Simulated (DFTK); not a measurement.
Write the native input for DFTK 0.8.2 that does the following.

| Item | Value |
| --- | --- |
| Task | single point |
| Functional | PBE |
| Potentials or basis | dojo.nc.sr.pbe.v0_4_1.standard.upf (PBE) |
| Cutoff | 1306 eV |
| k mesh | 9 × 9 × 9 |
| Occupations | fermi-dirac, width 0.05 eV |
| Spin | collinear spin, ferromagnetic start |
| Starting moments | [4.0, 0.0] μB |
| Valence electrons | Mn 15, Si 4 |
| SCF tolerance on the density | 1e-06 |

The system is MnSi.

```
CELL_PARAMETERS angstrom
0.00000 2.52722 2.52722
2.52722 0.00000 2.52722
2.52722 2.52722 0.00000
ATOMIC_POSITIONS crystal
Mn 0.00000 0.00000 0.00000
Si 0.25000 0.25000 0.25000
```

The cell was built by a generator and needn't be a form met in nature.

The input as run:

run.jl

```julia
using DFTK
using PseudoPotentialData
using Unitful, UnitfulAtomic
using LinearAlgebra, Printf
include("save.jl")
disable_threading()

# lattice vectors are the columns
lattice = austrip(1u"Å") * [           0.0      2.5272246      2.5272246;
                2.5272246            0.0      2.5272246;
                2.5272246      2.5272246            0.0]
symbols   = [:Mn, :Si]
positions = [[0.0, 0.0, 0.0],
             [0.25, 0.25, 0.25]]
pseudopotentials = PseudoFamily("dojo.nc.sr.pbe.v0_4_1.standard.upf")
elements = Dict(s => ElementPsp(s, pseudopotentials) for s in unique(symbols))
atoms    = [elements[s] for s in symbols]
magnetic_moments = [4.0, 0.0]

build_model(lattice, positions; symmetries=true) =
    model_DFT(lattice, atoms, positions;
              functionals=PBE(),
              magnetic_moments,
              spin_polarization=:collinear,
              temperature=austrip(0.05u"eV"),
              smearing=Smearing.FermiDirac(),
              symmetries)
Ecut  = 48.0  # hartree
kgrid = [9, 9, 9]
tol   = 1e-6
to_GPa = ustrip(uconvert(u"GPa", 1u"hartree/bohr^3"))

model = build_model(lattice, positions)
basis = PlaneWaveBasis(model; Ecut, kgrid)
display(basis)
scfres = self_consistent_field(basis;
                               tol,
                               ρ=guess_density(basis, magnetic_moments),
                               nbandsalg=AdaptiveBands(model; n_bands_converge=16))
display(scfres.energies)
@printf "Fermi level: %.6f eV\n" ustrip(auconvert(u"eV", something(scfres.εF, NaN)))
forces = compute_forces_cart(scfres)
println("Forces (eV/Å)")
for (s, f) in zip(symbols, forces)
    @printf "%-3s %12.6f %12.6f %12.6f\n" s ustrip.(auconvert.(u"eV/Å", f))...
end
stress = compute_stresses_cart(scfres)
println("Stress (GPa)")
display(round.(stress * to_GPa; digits=4))
@printf "Total moment: %.4f μB\n" sum(spin_density(scfres.ρ)) * scfres.basis.dvol
println("Levels at the first k-point (eV): ", round.(ustrip.(auconvert.(u"eV", scfres.eigenvalues[1][1:scfres.n_bands_converge])); digits=4))
save_scf!(scfres; forces, stress)
```

Potentials or basis: dojo.nc.sr.pbe.v0_4_1.standard.upf (PBE).

Command:

```sh
$ julia --threads=1 run.jl  # save.jl only writes the numbers to a file and isn't shown; printed stress counts tension as positive; times include loading and compiling
```

It gave:

```yaml
Pressure: 19.7 GPa
Band_gap_on_the_k_mesh: none (metal or under the smearing width)
Net_moment: 2.09 μB per cell
Absolute_moment: 2.56 μB per cell
Site_moments: Mn +2.30; Si -0.21 μB
```

Caveat: so large a pressure means that the cell lies far from this level's equilibrium, or that cutoff or potentials fall short.

Run time: 4.9 min on 1 thread of AMD EPYC 9R45 96-Core Processor (Zen 5), on a shared host, peak memory 2.5 GiB.
